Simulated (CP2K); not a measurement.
Runs of CP2K 2026.2 on Pt. It takes space group Fm-3m (No. 225, cubic). Conventional cell: a = 3.922 Å, b = 3.922 Å, c = 3.922 Å, α = 90.00°, β = 90.00°, γ = 90.00°. Around Pt (site symmetry m-3m) lie 12 Pt at 2.77 Å. 

```tsv
level	cutoff radius of the dispersion sum (A)	D3 from the s-dftd3 library (D3_REFERENCE_CODE)	cutoff of the non-local correlation (Ry)	gap on the mesh (eV)	pressure (GPa)
r2SCAN+D4	20	-	-	none	(b)
r2SCAN+D3(BJ)+ATM	20	yes	-	none	5.5
r2SCAN	-	-	-	none	7.8
r2SCAN+rVV10	-	-	300	none	(a)
r2SCAN+D3(BJ)	20	yes	-	none	3.9
```

Alike in all rows: task single point; potentials or basis POTENTIAL_UZH Pt GTH-SCAN-q18; TZVP-MOLOPT-SCAN-GTH basis; no spin polarisation; cell as given; k mesh 12 × 12 × 12; smearing fermi-dirac 0.05 eV.

Problem. Estimate the missing entries.

Solution. (a) 5.4; (b) 5.6.

Caveats: the basis of atomic orbitals isn't converged, which shifts pressures, moduli and gaps; pairwise dispersion overbinds metals, which lowers pressure and volume (some runs).

A k mesh can miss the band edges, and the runs leave out spin-orbit coupling on Pt.

A gap of «none» marks a metal or a gap under the smearing width.

Runs at the PBE level aren't shown here.
